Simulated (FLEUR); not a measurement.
The system is W.

```
CELL_PARAMETERS angstrom
0.00000 2.03000 2.03000
2.03000 0.00000 2.03000
2.03000 2.03000 0.00000
ATOMIC_POSITIONS crystal
W 0.00000 0.00000 0.00000
```

This isn't the form of W at room conditions, which is bcc.

| Property | Result |
| --- | --- |
| Program | FLEUR MaX-R8.1 (later development tree) |
| Task | single point |
| Functional | PBEsol |
| Potentials or basis | all-electron |
| Basis | FLAPW |
| Kmax | 4.1 1/bohr |
| k mesh | 11 × 11 × 11 |
| Occupations | fermi-dirac, width 0.05 eV |
| Spin | no spin polarisation |
| Gmax | 12.7 1/bohr |
| Muffin-tin radii | W 2.46 bohr |
| lmax | W 10 |
| lnonsphr | W 10 |
| Local orbitals a species | W 4 |
| Max iterations | 60 |
| Mixing factor | 0.05 |
| Mixer | Anderson |
| Mixer history | 15 |

On this cell: band gap on the k mesh none (metal or under the smearing width).

The same run follows on a disturbed copy (cell strained at random at fixed volume):

```
W
1.0
     0.01192    2.00823    2.03186
     2.02971    0.01106    2.03272
     2.05415    2.03352   -0.01337
W
1
Direct
  0.99325 0.99126 0.01410
```

Question: What does the disturbed cell give?

Answer: The energy (extrapolated to zero smearing) moves by -4.4 meV/atom; band gap on the k mesh none (metal or under the smearing width).

The energy falls, though the first cell shows no forces: that form is unstable against this distortion, unless noise or another electronic state is at work.
